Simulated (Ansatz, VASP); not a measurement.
**TiAl3 in VASP and in Ansatz**

```
Ti Al
1.0
     2.76664    0.00000    0.00000
     0.00000    4.63827    0.00000
     0.00000    0.00000    4.86293
Ti Al
1 3
Direct
  0.00000 0.50000 0.16340
  0.50000 0.50000 0.66415
  0.50000 0.00000 0.33388
  0.00000 0.00000 0.83857
```

Alike in both runs: functional PBE; dispersion D3(BJ); k mesh 14 × 10 × 10; occupations gaussian, width 0.1 eV; no spin polarisation.

Ansatz relaxed the structure, and its values are those at the end. VASP's run is a single point on that final structure, the one shown.

```csv
,VASP,Ansatz
version,VASP 6.6.1,Ansatz 0.2.0
potentials or method,"VASP PAW PBE potentials, release 64 (Ti_sv, Al)","scalar-relativistic, plane waves, PAW"
plane-wave cutoff (eV),520,420
valence electrons in the cell,21,21
```

```tsv
	VASP	Ansatz	Ansatz less VASP
gap on the k mesh at the Fermi level (eV)	none	none	-
pressure (GPa)	0.0	0.0	+0.02
```

A gap of «none» marks a metal or a gap that the smearing closes.

Caveats: pairwise dispersion overbinds metals, which lowers pressure and volume.
